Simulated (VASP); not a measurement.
**LiH in VASP 6.6.1, single-point calculation**

INCAR

```
LREAL = .FALSE.
ENCUT = 520
LWAVE = .FALSE.
ISMEAR = 0
NBANDS = 9
PREC = Accurate
EDIFF = 1E-7
NSW = 0
GGA = PE
LASPH = .TRUE.
SIGMA = 0.1
AMIX = 0.2
ISIF = 2
NELM = 120
ISYM = 1
LCHARG = .FALSE.
IBRION = -1
```

KPOINTS

```
KPOINTS created by Atomic Simulation Environment
0
Gamma
10 10 10
0 0 0
```

POSCAR

```
Li H
 1.0000000000000000
     0.0000000000000000    2.0029948411000000    2.0029948411000000
     1.9729499184999999    0.0000000000000000    2.0029948411000000
     1.9729499184999999    2.0029948411000000    0.0000000000000000
 Li  H
   1   1
Cartesian
  0.0000000000000000  0.0000000000000000  0.0000000000000000
  1.9729499184999999  2.0029948411000000  2.0029948411000000
```

The recommended PBE PAW datasets give the neutral cell 4 valence electrons.

Command

```
mpirun -np 1 vasp_std
```

OSZICAR

```
N       E                     dE             d eps       ncg     rms          rms(c)
DAV:   1    -0.144395631157E+01   -0.14440E+01   -0.13980E+03  1852   0.405E+02
DAV:   2    -0.631266243755E+01   -0.48687E+01   -0.48226E+01  2583   0.563E+01
DAV:   3    -0.636947292017E+01   -0.56810E-01   -0.56787E-01  2206   0.525E+00
DAV:   4    -0.636977427546E+01   -0.30136E-03   -0.30131E-03  2550   0.343E-01
DAV:   5    -0.636977590882E+01   -0.16334E-05   -0.16333E-05  2302   0.179E-02    0.288E+00
DAV:   6    -0.626429034106E+01    0.10549E+00   -0.35402E-02  2076   0.592E-01    0.217E+00
DAV:   7    -0.612315787094E+01    0.14113E+00   -0.39621E-01  2016   0.205E+00    0.270E-01
DAV:   8    -0.612561938690E+01   -0.24615E-02   -0.87333E-03  2011   0.649E-01    0.126E-01
DAV:   9    -0.612604159906E+01   -0.42221E-03   -0.10051E-03  2482   0.169E-01    0.104E-02
DAV:  10    -0.612602453735E+01    0.17062E-04   -0.16893E-05  2122   0.275E-02    0.134E-02
DAV:  11    -0.612602688242E+01   -0.23451E-05   -0.89132E-06  2231   0.131E-02    0.101E-03
DAV:  12    -0.612602693583E+01   -0.53415E-07   -0.11709E-07  2392   0.243E-03
   1 F= -.61260269E+01 E0= -.61260269E+01  d E =-.442954E-22
```

From OUTCAR

```
k-points           NKPTS =    102   k-points in BZ     NKDIM =    102   number of bands    NBANDS=      9

   NELECT =       4.0000    total number of electrons

   dimension x,y,z NGX =    24 NGY =   24 NGZ =   24
   dimension x,y,z NGXF=    48 NGYF=   48 NGZF=   48

  energy-cutoff  :      520.00
  volume of cell :       15.83
      direct lattice vectors                 reciprocal lattice vectors
     0.000000000  2.002994841  2.002994841    -0.253427619  0.249626205  0.249626205
     1.972949918  0.000000000  2.002994841     0.253427619 -0.249626205  0.249626205
     1.972949918  2.002994841  0.000000000     0.253427619  0.249626205 -0.249626205

 k-points in reciprocal lattice and weights: KPOINTS created by Atomic Simulation Env
   0.00000000  0.00000000  0.00000000       0.001
   0.10000000  0.00000000  0.00000000       0.008
   0.20000000  0.00000000  0.00000000       0.008
   0.30000000 -0.00000000 -0.00000000       0.008
   0.40000000 -0.00000000 -0.00000000       0.008
   0.50000000  0.00000000  0.00000000       0.004
   0.10000000  0.10000000  0.00000000       0.004
   0.20000000  0.10000000 -0.00000000       0.016
   ...

 E-fermi :   0.8940

 k-point     1 :       0.0000    0.0000    0.0000
  band No.  band energies     occupation
      1     -44.1036      2.00000
      2      -5.3264      2.00000
      3      16.4804      0.00000
      4      18.1514      0.00000
      5      18.2828      0.00000
      6      18.2828      0.00000
      7      22.9587      0.00000
      8      22.9587      0.00000
      9      23.0447      0.00000

 k-point     2 :       0.1000    0.0000    0.0000
  band No.  band energies     occupation
      1     -44.0990      2.00000
      2      -5.1486      2.00000
      3      14.9604      0.00000
      4      17.2460      0.00000
      5      17.8328      0.00000
      6      17.8559      0.00000
      7      22.4146      0.00000
      8      23.8255      0.00000
      9      23.8517      0.00000

 k-point     3 :       0.2000    0.0000    0.0000
  band No.  band energies     occupation
      1     -44.0866      2.00000
      2      -4.6286      2.00000
      3      11.6517      0.00000
      4      15.9624      0.00000
      5      17.1696      0.00000
      6      17.2512      0.00000
      7      23.2477      0.00000
      8      23.3815      0.00000
      9      23.9144      0.00000

 k-point     4 :       0.3000   -0.0000   -0.0000
  band No.  band energies     occupation
      1     -44.0713      2.00000
      2      -3.8279      2.00000
      3       8.4674      0.00000
      4      14.9001      0.00000
      5      16.7384      0.00000
      6      16.9176      0.00000
      7      21.3088      0.00000
      8      21.7664      0.00000
      9      24.8651      0.00000

 k-point     5 :       0.4000   -0.0000   -0.0000
  band No.  band energies     occupation
      1     -44.0589      2.00000
      2      -2.9476      2.00000
      3       6.0856      0.00000
      4      14.2064      0.00000
      5      16.6399      0.00000
      6      16.9078      0.00000
      7      19.8243      0.00000
      8      20.2089      0.00000
      9      26.7201      0.00000

 ...

  Total        0.1086736     -0.0036832     -0.0036832      0.0000000      0.0000000     -0.0000000
  in kB       10.9983835     -0.3727646     -0.3727646      0.0000000      0.0000000     -0.0000000
  external PRESSURE =       3.4176181 kB  Pullay stress =       0.0000000 kB

 POSITION                                       TOTAL-FORCE (eV/Angst)
 -----------------------------------------------------------------------------------
      0.00000      0.00000      0.00000         0.000000      0.000000      0.000000
      1.97295      2.00299      2.00299        -0.000000     -0.000000     -0.000000
 -----------------------------------------------------------------------------------
    total drift:                                0.000000     -0.000000     -0.000000

  FREE ENERGIE OF THE ION-ELECTRON SYSTEM (eV)
  ---------------------------------------------------
  free  energy   TOTEN  =        -6.1260269358 eV

  energy  without entropy=       -6.1260269358  energy(sigma->0) =       -6.12602694
```

It converged. Results: gap between bands v and c on the k mesh 2.82 eV; least direct gap on the k mesh 2.94 eV; pressure 0.3 GPa. Band v is the last that the valence electrons fill when counted band by band, and c is the next.

For comparison, a separate PBE run of the intended cell, on usual settings and not on those above, gives a gap of 2.82 eV on its mesh and a pressure of 0.4 GPa.

The run above took about 8.4 s on one core of a shared host (Intel Xeon Platinum 8488C) and held 0.13 GiB at most.
